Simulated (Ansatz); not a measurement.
An element in the diamond structure gives these cold pressures by all-electron LAPW under PBE (Ansatz 0.2.0, scalar-relativistic, no spin polarisation).

```tsv
V (Å³/atom)	P (GPa)
45.12	-0.01
40.61	1.93
36.10	5.57
31.59	12.48
27.07	27.9
22.56	63.6
18.05	157.9
```

Task: Which element is it?

Result: Tl. Its zero-pressure volume in this structure is near 45.1 Å³/atom; the volume and the steepness of P(V) together point to it, though neighbours can come close. Neighbours weren't tried against these numbers.
